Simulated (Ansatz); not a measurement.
Input and output for SnSe (zincblende type): DFT, PBEsol, all-electron LAPW, scalar-relativistic (Ansatz 0.2.0). This run: volume at 0.72 of the series' base cell.

The cell comes from a relaxation on PAW files under the same functional, begun from a prototype that needn't be the stable phase.

Command: `ansatz run input.yaml --threads 1 --pin off --max-ram 2048MiB --backend cpu --events-out ev --progress --plain --runs-dir out` It took 48 s on 1 thread of Arm Neoverse V1, on a shared host, peak memory 0.41 GiB.

```yaml
crystal:
  lattice:
    - [0.0, 2.9807823379, 2.9807823379]
    - [2.9807823379, 0.0, 2.9807823379]
    - [2.9807823379, 2.9807823379, 0.0]
  atoms:
    - { symbol: Sn, position: [0.0, 0.0, 0.0] }
    - { symbol: Se, position: [0.25, 0.25, 0.25] }
kpoints:
  mp_grid: { grid: [12, 12, 12] }
scf:
  occupations: { method: fermi_dirac, width: 0.08 }
hamiltonian:
  xc: pbesol
  pseudopotentials: { kind: all_electron, lapw: { basis_error: 0.001 } }
output:
  forces: true
  stress: true
  eigenvalues: true
  populations: true
```

Output:

```
Sn: projections on atomic orbitals take those of the free atom 1s2 2s2 2p6 3s2 3p6 3d10 4s2 4p6 4d10 5s2 5p2, of charge +0.00 (hamiltonian.pseudopotentials.projection_atoms)
Se: projections on atomic orbitals take those of the free atom 1s2 2s2 2p6 3s2 3p6 3d10 4s2 4p4, of charge +0.00 (hamiltonian.pseudopotentials.projection_atoms)
LAPW: plane waves up to 8.675 Å⁻¹, error target 1.0e-3 eV per atom; small_component_spin mean_spin; Se in spheres of 1.243 Å, 24 of its electrons in bands, Dirac shells []; Sn in spheres of 1.338 Å, 22 of its electrons in bands, Dirac shells [] (how accurate: hamiltonian.pseudopotentials.lapw.basis_error, Limitations)
Engine: ansatz 0.2.0
Pseudopotentials: kind: all_electron
Pseudopotential: Sn, LAPW, valence charge 22, lapw/all_electron/scalar/gaussian/Sn, Koelling and Harmon's equation, gaussian nucleus
Pseudopotential: Se, LAPW, valence charge 24, lapw/all_electron/scalar/gaussian/Se, Koelling and Harmon's equation, gaussian nucleus
Functional definition: PBEsol
  exchange = pbesol_x
  correlation = pbesol_c
Crystal: 2 atoms, lattice volume = 52.969 Å³
Basis set: ecut = 286.70035061810046 eV, 561 PW (Γ), exchange–correlation at level 2
Bands: 28, of which v1, the nominal top of the filled ones, is band 23 counted from 1 (22 counted from 0)
Symmetry: 24 space group operations
Space group: F-43m (ITA 216), of the structure as read, at distance tolerance 3.8e-5 Å
k-points: 72 of 1728 (time reversal used)
Non-local potential: Sn, projectors of the file, none
Non-local potential: Se, projectors of the file, none
Initial density: superposition of atomic densities (chi_scale 0.1, normalization cell, long waves kept (reshape's long-wave potential 0.00 eV rms))
Initial wavefunctions: plane waves of lowest kinetic energy (no species holds an atomic orbital)
Functional: x = pbesol(κ = 0.804, μ = 0.12345679012345678), c = pbesol(β = 0.046)
iter 1 solved again at ethr=7.77e-4 eV; its pass at ethr=1.00e-1 eV (dr2=3.58e-1 eV) is discarded
SCF iter   1: F=—  HF=-234095.226657 eV  |F-HF|=—  |Δ(HF+E_count)|=         —  Δρ=1.89e-2  dr2=3.59e-1  ethr=7.77e-4  ⟨swp⟩=2.2  Hψ=13010  notcnv=0
preconditioner: auto → Kerker (q_TF=auto, 2.665 Å⁻¹)  [metal: Δε(μ)=0.133 eV  Ē_g=18.664 eV  σ=0.080 eV  W_gap=0.35  n_scr=14 (ndim 8)  ℏωp=22.8 eV  f_vac=0.133  D(μ)=0.61/eV (n_scr^D=0)]
SCF iter   2: F=—  HF=-234095.141891 eV  |F-HF|=—  |Δ(HF+E_count)|=   8.48e-2  Δρ=1.16e-2  dr2=1.35e-1  ethr=7.77e-4  ⟨swp⟩=2.0  Hψ=6104  notcnv=0
SCF iter   3: F=—  HF=-234095.110051 eV  |F-HF|=—  |Δ(HF+E_count)|=   3.18e-2  Δρ=4.82e-3  dr2=2.71e-2  ethr=2.94e-4  ⟨swp⟩=2.0  Hψ=5809  notcnv=0
iter 4 solved again at ethr=3.82e-6 eV; its pass at ethr=5.89e-5 eV (dr2=1.76e-3 eV) is discarded
SCF iter   4: F=—  HF=-234095.106527 eV  |F-HF|=—  |Δ(HF+E_count)|=         —  Δρ=1.32e-3  dr2=1.75e-3  ethr=3.82e-6  ⟨swp⟩=2.0  Hψ=10090  notcnv=0
the basis was enlarged: its passes take 51.0 KiB over the memory plan, 1 of 1 planned eigensolver slots
SCF iter   5: F=—  HF=-234095.103970 eV  |F-HF|=—  |Δ(HF+E_count)|=   2.56e-3  Δρ=7.51e-4  dr2=4.79e-4  ethr=3.81e-6  ⟨swp⟩=2.0  Hψ=5785  notcnv=0
SCF iter   6: F=—  HF=-234095.104126 eV  |F-HF|=—  |Δ(HF+E_count)|=   1.56e-4  Δρ=2.84e-4  dr2=7.63e-5  ethr=1.04e-6  ⟨swp⟩=2.2  Hψ=5808  notcnv=0
SCF iter   7: F=—  HF=-234095.104140 eV  |F-HF|=—  |Δ(HF+E_count)|=   1.35e-5  Δρ=1.18e-4  dr2=1.40e-5  ethr=1.66e-7  ⟨swp⟩=2.8  Hψ=5863  notcnv=0
SCF iter   8: F=—  HF=-234095.104137 eV  |F-HF|=—  |Δ(HF+E_count)|=   2.70e-6  Δρ=5.10e-5  dr2=2.07e-6  ethr=3.04e-8  ⟨swp⟩=3.0  Hψ=5979  notcnv=0
SCF iter   9: F=-234095.104137 eV  HF=-234095.104137 eV  |F-HF|=7.86e-9  |Δ(HF+E_count)|=   1.86e-7  Δρ=1.14e-5  dr2=7.41e-8  ethr=4.50e-9  ⟨swp⟩=2.5  Hψ=5834  notcnv=0
SCF 1 converged in 9 iterations: F = -234095.104137 eV  dr2 = 7.41e-8
SCF converged after 9 iterations
Free energy (F): -234095.104137 eV
Harris-Foulkes:  -234095.104137 eV  (|F-HF|=7.86e-9)
Internal energy: -234095.091081 eV  (E = F + TS)
E sigma→0 (E₀):  -234095.097609 eV
Entropy (-TS):   -0.013056 eV (-6.528 meV/atom)
Fermi energy:    11.809081 eV
--- Per-component energies (eV) ---
  E_band       = -2315.659368
  E_kinetic    = 244350.300082
  E_xc         = -6774.805156
  E_electrostatic = -471670.586007  (all electrons and nuclei)
  E_smearing   = -0.013056  (= −TS)
  E_closure    = 0.000000  (closes the sum)
  E_atoms      = -234087.764721  (free atoms, spherical and without spin; not in F)
  Σ components = -234095.104137   (vs F -234095.104137, Δ=0.00e0)
  Basis errors (estimates in eV, not in F): energy 4.3e-4 per atom: plane waves 4.0e-4 (2.3e-4 summed), levels above the bands 2.0e-37, relativity 2.8e-8, radial functions 3.2e-5, core shells 1.7e-7; eigenvalues (radial functions only) 8.4e-7; not estimated: angular momenta, meshes, grids; target (lapw.basis_error) 1.0e-3; muffin-tin radii Se 1.243 Å, Sn 1.338 Å
--- Forces (eV/Å), atoms counted from 1 ---
  atom   1  Sn    -0.00000000    -0.00000000    -0.00000000
  atom   2  Se    -0.00000000     0.00000000     0.00000000
  max |Σ_I F_I| component: 1.73e-16 eV/Å
--- Stress (GPa, compression-positive) ---
       19.271849      -0.000000      -0.000000
       -0.000000      19.271849       0.000000
       -0.000000       0.000000      19.271849
  P = ⅓ Tr σ = 19.2718 GPa (192.718 kbar)
--- Band table (eV; the first three rows and the last of 72) ---
  k-point 0: bands = ["-196.9382", "-136.6062", "-136.6062", "-136.6062", "-117.9968", "-73.8414", "-73.8414", "-73.8414", "-37.0578", "-37.0578", "-37.0578", "-37.0520", "-37.0520", "-10.2736", "-10.2736", "-10.2736", "-10.1997", "-10.1997", "-4.0351", "7.4605", "8.3672", "8.3672", "8.3672", "13.0223", "13.0223", "13.0223", "16.9376", "19.3515"]
  k-point 1: bands = ["-196.9382", "-136.6062", "-136.6062", "-136.6062", "-117.9968", "-73.8414", "-73.8414", "-73.8414", "-37.0578", "-37.0578", "-37.0578", "-37.0521", "-37.0521", "-10.2756", "-10.2724", "-10.2724", "-10.1997", "-10.1997", "-3.9788", "6.7170", "8.2964", "8.2964", "8.9402", "13.0088", "13.1395", "13.1395", "17.3481", "18.8788"]
  k-point 2: bands = ["-196.9382", "-136.6062", "-136.6062", "-136.6062", "-117.9968", "-73.8414", "-73.8414", "-73.8414", "-37.0578", "-37.0578", "-37.0578", "-37.0520", "-37.0520", "-10.2812", "-10.2692", "-10.2692", "-10.1996", "-10.1996", "-3.8169", "5.6249", "8.1192", "8.1192", "9.4684", "13.2240", "13.4212", "13.4212", "18.1245", "18.3924"]
  k-point 71: bands = ["-196.9382", "-136.6062", "-136.6062", "-136.6062", "-117.9968", "-73.8415", "-73.8415", "-73.8414", "-37.0578", "-37.0578", "-37.0576", "-37.0520", "-37.0520", "-10.3191", "-10.2525", "-10.2391", "-10.2060", "-10.1949", "-2.5345", "2.7117", "5.9101", "6.0259", "12.5602", "13.4564", "13.8969", "15.6054", "18.3843", "20.8209"]
--- Löwdin populations: 2 sites ---
  site symbol       q [e]
     0     Sn     49.8020
     1     Se     34.0723
  spilling = 0.001497 (of n_electrons = 84.000000)
```

populations.tsv:

```
# site	symbol	l	j	q
# orbitals = lowdin
# n_electrons = 84.000000
# spilling = 0.001497
# projection_atom_Sn: 1s2 2s2 2p6 3s2 3p6 3d10 4s2 4p6 4d10 5s2 5p2
# projection_atom_Se: 1s2 2s2 2p6 3s2 3p6 3d10 4s2 4p4
0	Sn	0_1S	-	1.999999
0	Sn	0_2S	-	1.999980
0	Sn	0_3S	-	1.999685
0	Sn	0_4S	-	1.995620
0	Sn	0_5S	-	1.705474
0	Sn	1_2P	-	6.000000
0	Sn	1_3P	-	5.999966
0	Sn	1_4P	-	5.996759
0	Sn	1_5P	-	2.111605
0	Sn	2_3D	-	9.999997
0	Sn	2_4D	-	9.992880
1	Se	0_1S	-	1.999994
1	Se	0_2S	-	1.999703
1	Se	0_3S	-	1.993963
1	Se	0_4S	-	1.796232
1	Se	1_2P	-	5.999992
1	Se	1_3P	-	5.998248
1	Se	1_4P	-	4.285103
1	Se	2_3D	-	9.999034
```

Next run (volume at 0.64 of the series' base cell), as changes to the input before:

```diff
   lattice:
-    - [0.0, 2.9807823379, 2.9807823379]
-    - [2.9807823379, 0.0, 2.9807823379]
-    - [2.9807823379, 2.9807823379, 0.0]
+    - [0.0, 2.866021364, 2.866021364]
+    - [2.866021364, 0.0, 2.866021364]
+    - [2.866021364, 2.866021364, 0.0]
   atoms:
```

Results part of the output:

```
SCF 1 converged in 9 iterations: F = -234094.162047 eV  dr2 = 4.55e-8
the search or the solves at the SCF's close seem to have found levels that the self-consistency loop had missed (the run counts 1). By its estimate they hold under 1e-12 electrons; where the run keeps them, the occupations were computed again with them
SCF converged after 9 iterations
Free energy (F): -234094.162047 eV
Harris-Foulkes:  -234094.162047 eV  (|F-HF|=1.16e-8)
Internal energy: -234094.150431 eV  (E = F + TS)
E sigma→0 (E₀):  -234094.156239 eV
Entropy (-TS):   -0.011615 eV (-5.808 meV/atom)
Fermi energy:    13.958467 eV
--- Per-component energies (eV) ---
  E_band       = -2236.973147
  E_kinetic    = 244359.324024
  E_xc         = -6776.833577
  E_electrostatic = -471676.640878  (all electrons and nuclei)
  E_smearing   = -0.011615  (= −TS)
  E_closure    = 0.000000  (closes the sum)
  E_atoms      = -234087.764721  (free atoms, spherical and without spin; not in F)
  Σ components = -234094.162047   (vs F -234094.162047, Δ=0.00e0)
  Basis errors (estimates in eV, not in F): energy 4.4e-4 per atom: plane waves 3.9e-4 (2.3e-4 summed), levels above the bands 4.6e-37, relativity 1.3e-8, radial functions 4.2e-5, core shells 5.9e-7; eigenvalues (radial functions only) 7.9e-7; not estimated: angular momenta, meshes, grids; target (lapw.basis_error) 1.0e-3; muffin-tin radii Se 1.199 Å, Sn 1.284 Å
--- Forces (eV/Å), atoms counted from 1 ---
  atom   1  Sn    -0.00000000    -0.00000000     0.00000000
  atom   2  Se    -0.00000000     0.00000000    -0.00000000
  max |Σ_I F_I| component: 2.59e-16 eV/Å
--- Stress (GPa, compression-positive) ---
       33.195916      -0.000000      -0.000000
       -0.000000      33.195916       0.000000
       -0.000000       0.000000      33.195916
  P = ⅓ Tr σ = 33.1959 GPa (331.959 kbar)
--- Band table (eV; the first three rows and the last of 72) ---
  k-point 0: bands = ["-195.2839", "-134.9538", "-134.9538", "-134.9538", "-116.1275", "-71.9790", "-71.9790", "-71.9790", "-35.4148", "-35.4148", "-35.4148", "-35.4062", "-35.4062", "-8.4809", "-8.4809", "-8.4809", "-8.3674", "-8.3674", "-2.9609", "10.0149", "10.1314", "10.1314", "10.1314", "15.0072", "15.0072", "15.0072", "19.3153", "21.5365"]
  k-point 1: bands = ["-195.2839", "-134.9538", "-134.9538", "-134.9538", "-116.1275", "-71.9790", "-71.9790", "-71.9790", "-35.4148", "-35.4148", "-35.4148", "-35.4062", "-35.4062", "-8.4847", "-8.4789", "-8.4789", "-8.3674", "-8.3674", "-2.8916", "8.8039", "10.0468", "10.0468", "11.1266", "15.0132", "15.1427", "15.1427", "19.7631", "20.9919"]
  k-point 2: bands = ["-195.2839", "-134.9538", "-134.9538", "-134.9538", "-116.1275", "-71.9790", "-71.9790", "-71.9790", "-35.4148", "-35.4148", "-35.4148", "-35.4062", "-35.4062", "-8.4949", "-8.4738", "-8.4738", "-8.3673", "-8.3673", "-2.6912", "7.4853", "9.8364", "9.8364", "11.7250", "15.3215", "15.4623", "15.4623", "20.4540", "20.4540"]
  k-point 71: bands = ["-195.2839", "-134.9538", "-134.9538", "-134.9538", "-116.1275", "-71.9791", "-71.9791", "-71.9790", "-35.4148", "-35.4148", "-35.4146", "-35.4062", "-35.4060", "-8.5612", "-8.4459", "-8.4253", "-8.3784", "-8.3603", "-1.0241", "4.1108", "7.2486", "7.3645", "15.0005", "15.3889", "16.1913", "17.5679", "21.1782", "23.4693"]
--- Löwdin populations: 2 sites ---
  site symbol       q [e]
     0     Sn     49.8294
     1     Se     34.0094
  spilling = 0.001918 (of n_electrons = 84.000000)
```

Next run (volume at 0.55 of the series' base cell), as changes to the input before:

```diff
   lattice:
-    - [0.0, 2.866021364, 2.866021364]
-    - [2.866021364, 0.0, 2.866021364]
-    - [2.866021364, 2.866021364, 0.0]
+    - [0.0, 2.7248357497, 2.7248357497]
+    - [2.7248357497, 0.0, 2.7248357497]
+    - [2.7248357497, 2.7248357497, 0.0]
   atoms:
   mp_grid: { grid: [12, 12, 12] }
+  band_path:
+    path:
+      - [0.0, 0.0, 0.0]
+      - [-0.5, -0.5, 0.0]
+      - [-0.375, -0.375, 0.25]
+      - [-0.375, 0.0, 0.375]
+      - [0.0, 0.0, 0.0]
+      - [0.0, 0.0, 0.5]
+      - [-0.5, -0.25, 0.25]
+      - [-0.5, -0.5, 0.0]
+    npoints: 8
 scf:
   populations: true
+  dos: { projected: true, de: 0.2, e_range: [-14, 8] }
```

Results part of the output:

```
SCF 1 converged in 9 iterations: F = -234092.267930 eV  dr2 = 3.88e-8
NSCF: frozen V_eff on 57 k-points
SCF converged after 9 iterations
Free energy (F): -234092.267930 eV
Harris-Foulkes:  -234092.267930 eV  (|F-HF|=2.34e-8)
Internal energy: -234092.252685 eV  (E = F + TS)
E sigma→0 (E₀):  -234092.260308 eV
Entropy (-TS):   -0.015246 eV (-7.623 meV/atom)
Fermi energy:    17.036310 eV
--- Per-component energies (eV) ---
  E_band       = -6648.311622
  E_kinetic    = 244374.481889
  E_xc         = -6779.996492
  E_electrostatic = -471686.738082  (all electrons and nuclei)
  E_smearing   = -0.015246  (= −TS)
  E_closure    = 0.000000  (closes the sum)
  E_atoms      = -234087.764721  (free atoms, spherical and without spin; not in F)
  Σ components = -234092.267930   (vs F -234092.267930, Δ=0.00e0)
  Basis errors (estimates in eV, not in F): energy 4.2e-4 per atom: plane waves 3.9e-4 (2.3e-4 summed), levels above the bands 1.1e-47, relativity 1.7e-8, radial functions 3.2e-5, core shells 5.0e-8; eigenvalues (radial functions only) 7.8e-7; not estimated: angular momenta, meshes, grids; target (lapw.basis_error) 1.0e-3; muffin-tin radii Se 1.143 Å, Sn 1.216 Å
--- Forces (eV/Å), atoms counted from 1 ---
  atom   1  Sn    -0.00000000     0.00000000     0.00000000
  atom   2  Se    -0.00000000     0.00000000    -0.00000000
  max |Σ_I F_I| component: 3.79e-16 eV/Å
--- Stress (GPa, compression-positive) ---
       61.453119      -0.000000       0.000000
       -0.000000      61.453119       0.000000
        0.000000       0.000000      61.453119
  P = ⅓ Tr σ = 61.4531 GPa (614.531 kbar)
--- Band table (eV; the first three rows and the last of 72) ---
  k-point 0: bands = ["-452.6182", "-452.6182", "-452.6161", "-452.6161", "-452.6161", "-192.8017", "-132.4747", "-132.4747", "-132.4747", "-113.4800", "-69.3442", "-69.3442", "-69.3442", "-32.9526", "-32.9526", "-32.9526", "-32.9384", "-32.9384", "-5.9719", "-5.9719", "-5.9719", "-5.7835", "-5.7835", "-1.3660", "12.8323", "12.8323", "12.8323", "13.7503", "17.9015", "17.9015", "17.9015", "22.8380", "24.7563", "24.7563"]
  k-point 1: bands = ["-452.6182", "-452.6182", "-452.6161", "-452.6161", "-452.6161", "-192.8017", "-132.4747", "-132.4747", "-132.4747", "-113.4800", "-69.3442", "-69.3442", "-69.3442", "-32.9526", "-32.9526", "-32.9526", "-32.9384", "-32.9384", "-5.9797", "-5.9684", "-5.9684", "-5.7836", "-5.7836", "-1.2765", "11.7141", "12.7241", "12.7241", "14.5724", "17.9514", "18.0651", "18.0651", "23.3292", "24.0916", "24.0916"]
  k-point 2: bands = ["-452.6182", "-452.6182", "-452.6161", "-452.6161", "-452.6161", "-192.8017", "-132.4747", "-132.4747", "-132.4747", "-113.4800", "-69.3443", "-69.3442", "-69.3442", "-32.9526", "-32.9525", "-32.9525", "-32.9383", "-32.9383", "-6.0009", "-5.9593", "-5.9593", "-5.7836", "-5.7836", "-1.0163", "10.1658", "12.4587", "12.4587", "15.1280", "18.4345", "18.4415", "18.4415", "23.4792", "23.4792", "23.8906"]
  k-point 71: bands = ["-452.6182", "-452.6182", "-452.6161", "-452.6161", "-452.6161", "-192.8017", "-132.4747", "-132.4747", "-132.4747", "-113.4800", "-69.3445", "-69.3445", "-69.3444", "-32.9527", "-32.9527", "-32.9522", "-32.9383", "-32.9380", "-6.1257", "-5.9075", "-5.8738", "-5.8052", "-5.7727", "1.2876", "6.1743", "9.2787", "9.3779", "18.2380", "18.5626", "19.5047", "20.4448", "25.2922", "27.2662", "27.3377"]
--- Löwdin populations: 2 sites ---
  site symbol       q [e]
     0     Sn     49.8393
     1     Se     33.9455
  spilling = 0.002562 (of n_electrons = 84.000000)
```

Spin–orbit coupling is left out, which matters for the heavy atoms. The structure type is held throughout; the real material can change phase at far lower pressure.
